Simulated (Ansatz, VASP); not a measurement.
**Pb in VASP and in Ansatz**

File INCAR:

```
SYSTEM = Pb
PREC = Accurate
ENCUT = 520
EDIFF = 1E-6
ISMEAR = -1
SIGMA = 0.05
LREAL = .FALSE.
LASPH = .TRUE.
NELM = 100
ALGO = Normal
ISIF = 2
LWAVE = .FALSE.
LCHARG = .FALSE.
GGA = PE
NBANDS = 13
```

File KPOINTS:

```
Automatic mesh
0
G
  9 9 9
  0 0 0
```

Contents of POSCAR:

```
Pb
1.0
   -1.9796595667      1.9796595667      1.9796595667
    1.9796595667     -1.9796595667      1.9796595667
    1.9796595667      1.9796595667     -1.9796595667
Pb
1
Direct
    0.0000000000      0.0000000000      0.0000000000
```

input.yaml

```yaml
crystal:
  lattice:
    - [-1.9796595667, 1.9796595667, 1.9796595667]
    - [1.9796595667, -1.9796595667, 1.9796595667]
    - [1.9796595667, 1.9796595667, -1.9796595667]
  atoms:
    - { symbol: Pb, position: [0.0, 0.0, 0.0] }
kpoints:
  mp_grid: { grid: [9, 9, 9] }
  band_path:
    path:
      - [0.0, 0.0, 0.0]
      - [0.5, -0.5, 0.5]
      - [0.0, 0.0, 0.5]
      - [0.0, 0.0, 0.0]
      - [0.25, 0.25, 0.25]
      - [0.5, -0.5, 0.5]
    npoints: 12
scf:
  occupations: { method: fermi_dirac, width: 0.05 }
hamiltonian:
  xc: pbe
  pseudopotentials: { kind: all_electron, lapw: { basis_error: 0.001 } }
output:
  forces: true
  stress: true
  eigenvalues: true
```

Alike in both runs: functional PBE; k mesh 9 × 9 × 9; occupations fermi-dirac, width 0.05 eV; no spin polarisation.

|  | VASP | Ansatz |
| --- | --- | --- |
| version | VASP 6.6.1 | Ansatz 0.2.0 |
| potentials or method | VASP PAW PBE potentials, release 64 (Pb_d) | all-electron LAPW, scalar-relativistic |
| plane-wave cutoff (eV) | 520 | see its input |
| task | single point | band structure |

Ansatz gave:

| Property | Result |
| --- | --- |
| gap on the k mesh at the Fermi level (eV) | none |
| pressure (GPa) | 0.8 |

Problem. Which values does VASP return?

Solution. gap on the k mesh at the Fermi level (eV): none; pressure (GPa): 0.7.

A gap of «none» marks a metal or a gap that the smearing closes. Ansatz ran all-electron here, so the differences hold the error of VASP's frozen core and of both bases.

Caveats: spin-orbit coupling is left out, which moves the levels of the heavy elements (Ansatz). The runs have no spin-orbit coupling, so splittings on Pb are missing.
